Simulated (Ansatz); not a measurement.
Levels at Γ against strain in AgCl

```xyz
4
Lattice="1.8709 -5.5566 0.0000 1.8709 5.5566 0.0000 0.0000 0.0000 3.9240" Properties=species:S:1:pos:R:3 pbc="T T T"
Ag    1.8709    1.1496    2.9430
Ag    1.8709   -1.1496    0.9810
Cl    1.8709   -4.0613    0.9810
Cl    1.8709    4.0613    2.9430
```

Atom numbers follow the list: Ag1, Ag2, Cl3, Cl4.

Structure from Materials Project entry mp-570858 (possibly hypothetical), not relaxed further.

These are results of DFT, PBEsol, all-electron LAPW, scalar-relativistic (Ansatz 0.2.0), not measurements.

Numerical set-up: a Γ-centred 9×9×8 k mesh, Fermi–Dirac smearing of 0.03 eV, basis error target 1 meV/atom, no spin polarisation.

The strain is applied along the Cartesian axes of the cell as listed (the other components stay zero). Fractional coordinates are held (clamped ions).

The valence-band top of this crystal doesn't lie at Γ but 1.50 eV above the top filled level there.

Only quantities that a quadratic follows smoothly over the whole series are listed; rougher ones are left out.

```csv
εzz,direct gap at Γ (eV)
-0.0300,1.947
-0.0200,1.902
0.0000,1.815
0.0100,1.773
0.0200,1.732
0.0300,1.692
```

Q: Fit the series and give the slopes at zero strain.

A: Least-squares fits y = p0 + p1 x + p2 x² to the rows give direct gap at Γ (eV): p1 = -4.25, p2 = 5.

Q: One run, at εzz = -0.0100, is withheld. Predict its row.

A: The fits give 1.858; the run gave 1.858.
